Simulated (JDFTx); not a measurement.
Crystal: Ag.

```
Ag
1.0
     0.00000    2.04275    2.04275
     2.04275    0.00000    2.04275
     2.04275    2.04275    0.00000
Ag
1
Direct
  0.00000 0.00000 0.00000
```

```yaml
Program: JDFTx 1.7.0 (patched build)
Task: relaxation of cell and atoms
Functional: BLYP
Potentials_or_basis: SG15-PBE-1.2 with smoothed tails
Cutoff: 1088 eV
Density_cutoff: 4354 eV
k_mesh: 6 × 6 × 6
Occupations: fermi-dirac, width 0.05 eV
Spin: no spin polarisation
```

At the start: pressure 12.6 GPa; volume 17.05 Å³/atom.

Q: How do energy, volume and symmetry change on relaxing?

A: Over 7 steps the energy falls by 86.1 meV/atom and the volume is 19.53 Å³/atom (+14.6 %); space group Fm-3m (No. 225, to 0.05 Å).

The path:
```csv
step,energy change (eV),largest force (eV/Å),pressure (GPa),volume (Å³)
1,0.0000,0.0000,12.56,17.05
2,-0.0229,0.0000,10.35,17.37
3,-0.0835,0.0000,1.80,19.05
4,-0.0860,0.0000,0.33,19.44
5,-0.0861,0.0000,0.05,19.51
6,-0.0861,0.0000,0.01,19.53
7,-0.0861,0.0000,0.00,19.53
```

Final structure:
```cif
data_structure
_symmetry_space_group_name_H-M 'P 1'
_symmetry_Int_Tables_number 1
_cell_length_a 3.0227
_cell_length_b 3.0227
_cell_length_c 3.0227
_cell_angle_alpha 60.000
_cell_angle_beta 60.000
_cell_angle_gamma 60.000
_cell_volume 19.53
loop_
_atom_site_label
_atom_site_type_symbol
_atom_site_fract_x
_atom_site_fract_y
_atom_site_fract_z
_atom_site_occupancy
Ag1 Ag 0.00000 0.00000 0.00000 1
```

Caveat: the k mesh is coarse (spacing up to 0.44 Å⁻¹), so the values aren't converged; the plane waves are those of the starting cell, so after so large a change of volume the result is rough; the potentials were made for another functional, which shifts forces and pressure.
